The one-shot PBE0 row looks wrong. It gives lonsdaleite, the hexagonal relative of diamond, a gap of 5.616 eV, while r2SCAN0 gives 5.335 eV. Both functionals contain one quarter of exact exchange, and r2SCAN, on which r2SCAN0 is built, usually gives larger gaps than PBE. The opposite order would therefore be the natural one.

Band gaps of lonsdaleite (carbon, a = 2.522 Å, c = 4.119 Å) at one fixed geometry, from density-functional calculations without spin polarization in the programs listed. One-shot rows apply the hybrid functional once to LDA or PBE orbitals, for states chosen from the k mesh. The basis column gives the plane-wave cutoff, with Kmax in 1/bohr.

| method | rung | program | potentials | basis | k mesh | smearing | gap read on | gap (eV) |
| --- | --- | --- | --- | --- | --- | --- | --- | --- |
| LDA-Teter | LDA | ABINIT | PseudoDojo NC SR LDA v0.4.1 standard | 1116 eV | 12x12x7 4-atom cell | Fermi Dirac 0.05eV | path | 3.216 |
| LDA-VWN | LDA | ABINIT | PseudoDojo NC SR LDA v0.4.1 standard | 1116 eV | 12x12x7 4-atom cell | Fermi Dirac 0.05eV | path | 3.219 |
| MJW | LDA | FLEUR | all electron | 5.19 Kmax | 12x12x7 4-atom cell | Fermi Dirac 0.05eV | path | 3.164 |
| Wigner | LDA | FLEUR | all electron | 5.19 Kmax | 12x12x7 4-atom cell | Fermi Dirac 0.05eV | path | 3.053 |
| PW91 | GGA | ABINIT | JTH PAW PBE v2.0 | 544 eV | 12x12x7 4-atom cell | Fermi Dirac 0.05eV | path | 3.428 |
| SOGGA | GGA | ABINIT | JTH PAW PBE v2.0 | 544 eV | 12x12x7 4-atom cell | Fermi Dirac 0.05eV | path | 3.020 |
| WC | GGA | FLEUR | all electron | 5.19 Kmax | 12x12x7 4-atom cell | Fermi Dirac 0.05eV | path | 3.212 |
| revPBE | GGA | FLEUR | all electron | 5.33 Kmax | 12x12x7 4-atom cell | Fermi Dirac 0.05eV | path | 3.414 |
| vdW-DF | GGA | GPAW | GPAW PAW data sets (gpaw data 1.2.1) | 800 eV | 9x9x5 4-atom cell | Fermi Dirac 0.05eV | path | 3.764 |
| LDA then-PBE0-1/3-one-shot | hybrid | ABINIT | PseudoDojo NC SR LDA v0.4.1 standard | 1007 eV | 7x7x4 4-atom cell | fixed 0eV | states chosen | 6.394 |
| PBE then-PBE0-one-shot | hybrid | ABINIT | PseudoDojo NC SR PBE v0.4.1 standard | 1007 eV | 7x7x4 4-atom cell | fixed 0eV | states chosen | 5.616 |
| r2SCAN0 | hybrid | Ansatz | Ansatz PAW | 500 eV | 6x6x4 4-atom cell | Fermi Dirac 0.05eV | path | 5.335 |

The column "gap read on" holds the clue. Lonsdaleite has an indirect gap: the highest filled state lies at Γ, the centre of the Brillouin zone, and the lowest empty state at K, a corner of its hexagonal section. Most rows follow the bands along a path that passes through K. The two one-shot rows choose their states from a 7x7x4 mesh, and such a mesh contains K only if its in-plane division is a multiple of three. Seven is not, so these rows take the bottom of the conduction band from a point beside the true minimum, where the energy is higher.

The error can be seen before any exact exchange is added. The LDA calculation from which one of these rows starts has a gap of 3.626 eV on the mesh, whereas LDA-Teter has 3.216 eV on the path. The direct gap at Γ provides a control, because Γ belongs to both the mesh and the path. There the two calculations agree to better than 0.001 eV. The excess of 0.41 eV thus belongs to the indirect gap alone, as it must if the mesh misses K.

Its size can be estimated from the geometry. With the in-plane cell edge $a = 2.522$ Å, K lies at a distance $4\pi/(3a)$ from Γ. The nearest mesh point is six sevenths of the way there, so it falls short of K by

$$q = \frac{1}{7}\,\frac{4\pi}{3a} \approx 0.237\ \text{Å}^{-1}.$$

Near its minimum a band rises as $\hbar^2q^2/2m$, where $\hbar$ is the reduced Planck constant and $m$ the effective mass of the electron. For a free electron $\hbar^2/2m$ is about 3.8 eV Å², which gives a rise of $3.8 \times 0.237^2 \approx 0.21$ eV. The observed excess is about twice this, as for an electron of roughly half the free mass. That is a reasonable mass for a carbon crystal, though a parabola is only a rough description so far from the minimum.

This picture has two instructive limits. For an ever finer mesh the error vanishes, whether or not K is included, because $q$ shrinks. For a mesh divisible by three this error is zero at any density, so a division of six would locate the band edge better than a division of seven. Cubic diamond behaves differently: its conduction minimum lies part of the way along a line of the zone, at no special point, and no simple rule of divisibility finds it.

PBE itself has no row on the path, but the other rows show where its gap should lie. In the nine rows without exact exchange, the indirect gap follows the direct gap closely. A straight line through these nine pairs, found by least squares, has a slope of about 3 and a typical miss of 0.03 eV. The PBE starting gap on the mesh lies 0.40 eV above this line, far outside its scatter. The excess is nearly the same as for LDA, which fits an error that comes from the mesh and not from the functional.

An excess of 0.41 eV, as found for LDA, can now be taken off the one-shot PBE0 gap, on the assumption that exact exchange leaves the curvature of the band near K almost unchanged. The gap falls to about 5.2 eV, and r2SCAN0 moves ahead by 0.13 eV. The printed order has reversed. The direct gaps, which the missing K point does not touch, show the same order: 6.945 eV for r2SCAN0 and 6.827 eV for one-shot PBE0. Both margins are still too small to settle the matter. The one-shot gap is evaluated with PBE orbitals, while r2SCAN0 determines its own, and the two runs also differ in program, potentials and k mesh, both meshes being coarse. Together these differences could shift a gap by a comparable amount.

The large step from the other functionals to the hybrids is not in doubt. Even after the correction, PBE0 lies 1.44 eV above vdW-DF, the highest row without exact exchange. (The table lists vdW-DF as a GGA, although its correlation is nonlocal.) The established reason is that LDA and GGA give filled and empty states the same local potential. Exact exchange is nonlocal: it lowers a state through that state's exchange integrals with the filled states, whose sum is large for the filled states themselves and smaller for the empty ones. Putting it in place of part of the local exchange therefore moves the two groups apart, and the gap opens.

Theory also says how it should open. If the orbitals are kept fixed, each level shifts in proportion to the share of exact exchange, and so does the gap. At zero share the gap is that of PBE, and at one quarter it has risen by 1.779 eV. One third should then give a rise of $1.779 \times 4/3 \approx 2.37$ eV and a gap of 6.21 eV.

The PBE0-1/3 row, which played no part in setting up this estimate, has 6.394 eV. The rule thus falls short by 0.18 eV, or about 7% of the whole opening. For the direct gap it misses by only 0.05 eV. The PBE0-1/3 row starts from LDA orbitals instead of PBE orbitals, which may account for part of the difference. Both gaps in this comparison come from the same mesh, so the error at K largely cancels.

The second break in the ladder lies lower down, where GGA does not consistently exceed LDA. SOGGA has the smallest gap of all, 3.020 eV, and WC falls among the LDA rows. A change of program is not needed to produce such differences. WC and revPBE were run in the same program and share the same correlation, yet their gaps differ by 0.20 eV. What separates them is how strongly exchange responds to the gradient of the density.

In the limit of a uniform density this response disappears and every sound GGA returns to LDA. A crystal with dense bonds and nearly empty channels is far from that limit, so the name GGA covers a range of gaps and not a single level. The weak gradient response of SOGGA helps to explain why it lies below revPBE, but not by itself why it falls below LDA. Correlation has a gradient term too, and it largely works against the one in exchange. Where exchange responds weakly, the correlation term can win and carry the gap below that of LDA. The atomic data sets, which were made for PBE, may also contribute, and ABINIT warned in the SOGGA run that the PAW spheres of neighbouring atoms overlap, which can disturb the gap as well. None of these effects has been tested separately here, so the place of SOGGA below LDA is not secure.

The two kinds of change also leave different marks on the bands. Among the rows without exact exchange, a new functional moves the minimum at K about three times as far as the lowest empty state at Γ, both measured from the valence top. Exact exchange raises the two by similar amounts, 1.8 and 2.0 eV in the PBE0 run, where the first is read at the mesh point beside K. The line through the nine rows therefore fails completely for r2SCAN0, for which it would predict a gap of almost 10 eV. Choosing another GGA mainly adjusts the indirect gap, whereas adding exact exchange raises both of these conduction states by similar amounts relative to the valence top.
